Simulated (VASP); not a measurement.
# VASP inputs for LiF (strained zincblende)

INCAR

```
SIGMA = 0.02
LCHARG = .FALSE.
GGA = PE
LASPH = .TRUE.
EDIFF = 1E-7
NBANDS = 12
IBRION = -1
ENCUT = 520
NELM = 120
ISMEAR = -1
NSW = 0
LREAL = .FALSE.
ISIF = 2
LWAVE = .FALSE.
PREC = Accurate
```

KPOINTS

```
KPOINTS created by Atomic Simulation Environment
0
Gamma
10 10 10
0 0 0
```

KPOINTS_OPT

```
special points
6
Reciprocal
0.0000000000 0.0000000000 0.0000000000 1
-0.5000000000 -0.5000000000 0.0000000000 1
-0.3750000000 -0.3750000000 0.2500000000 1
-0.3750000000 0.0000000000 0.3750000000 1
0.0000000000 0.0000000000 0.5000000000 1
-0.5000000000 -0.2500000000 0.2500000000 1
```

POSCAR

```
Li F
 1.0000000000000000
     0.0000000000000000    2.1330296528999999    2.1446105497999999
     2.1330296528999999    0.0000000000000000    2.1446105497999999
     2.1330296528999999    2.1330296528999999    0.0000000000000000
 Li  F
   1   1
Cartesian
  0.0000000000000000  0.0000000000000000  0.0000000000000000
  1.0665148264500000  1.0665148264500000  1.0723052748999999
```

VASP ran with the recommended PBE PAW datasets (10 valence electrons in the cell).

Q: Estimate the main results of this run.

A: gap between bands v and c 7.97 eV; least direct gap 7.97 eV; pressure 3.6 GPa.

Band v is the last that the valence electrons fill when counted band by band, and c is the next. Levels in eV from the top of v:

```tsv
point	v−1	v	c	c+1
Γ	0.00	0.00	7.97	19.58
X	-0.81	-0.81	10.63	16.03
K	-0.96	-0.64	11.84	15.15
L	-0.28	-0.26	12.03	15.08
W	-0.99	-0.78	12.17	15.67
```
